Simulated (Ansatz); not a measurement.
# Eu: changes ranked by their effect on the pressure

```
CELL_PARAMETERS angstrom
-2.27550 2.27550 2.27550
2.27550 -2.27550 2.27550
2.27550 2.27550 -2.27550
ATOMIC_POSITIONS crystal
Eu 0.00000 0.00000 0.00000
```

The structure is an experimental refinement, used without relaxation.

Semilocal functionals without a Hubbard term describe localised f shells poorly; where the shell is localised, the real material differs.

Other magnetic orders may lie lower; this is the state that the run reached.

Method: Ansatz 0.2.0, DFT, PBE, all-electron LAPW, scalar-relativistic.

Settings: a Γ-centred 11×11×11 k mesh, Fermi–Dirac smearing of 0.03 eV, basis error target 0.5 meV/atom, spin-polarised from start moments Eu 7 μB.

Spin–orbit coupling is off unless a change turns it on.

In this reference run the pressure is -1.2 GPa (positive in compression). Each change below is made alone, on the same k mesh, with fractional coordinates held unless an atom is moved; x, y and z are the Cartesian axes.

(1) Order the changes by the shift of the pressure, most negative first.
A. volume scaled by 1.02
B. functional lda
C. functional pbesol
D. volume scaled by 0.98
E. no relativity
F. no spin polarisation

Results:

(1) F (-3.3 GPa), B (-2.1 GPa), C (-1.1 GPa), A (-0.2 GPa), D (+0.2 GPa), E (+2.5 GPa).
